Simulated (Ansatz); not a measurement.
**ZrH2 under changes of volume**

One of the cells (9.323 Å³/atom); the others are scaled copies at fixed shape and fractional positions:

```
Zr H
1.0
     0.00000    2.40923    2.40923
     2.40923    0.00000    2.40923
     2.40923    2.40923    0.00000
Zr H
1 2
Direct
  0.00000 0.00000 0.00000
  0.25000 0.25000 0.25000
  0.75000 0.75000 0.75000
```

The cell is a database's computed one.

| Quantity | Value |
| --- | --- |
| Program | Ansatz 0.2.0 |
| Functional | PBEsol |
| Potentials or basis | Ansatz PAW |
| Cutoff | 420 eV (not typed: the program's choice for these potentials) |
| k mesh | 10 × 10 × 10 |
| Occupations | fermi-dirac, width 0.05 eV |
| Spin | no spin polarisation |

```tsv
volume (Å³/atom)	energy over the lowest point (meV/atom)	pressure (GPa)
8.763	2.83	4.1
8.950	0.00	0.9
9.136	0.72	-2.0
9.323	?	?
9.509	11.47	-7.0
9.696	20.90	-9.1
9.882	32.69	-11.0
```

Task: What does the run at 9.323 Å³/atom give?

Result: Energy over the lowest point 4.65 meV/atom; pressure -4.6 GPa.

Worked out: A Birch-Murnaghan fit of order 3 (a polynomial in V^(-2/3)) to the other rows has its minimum at 9.00 Å³/atom with B0 = V·E''(V) = 143 GPa and B' = 3.9. It gives 4.66 meV/atom at 9.323 Å³/atom, against the run's 4.65, and -dE/dV = -4.7 GPa, against -4.6.

Energies are extrapolated to zero smearing.

Caveats: the PAW data sets come from PBE, with cores solved anew for the run's functional, which leaves a small shift of forces and pressure.
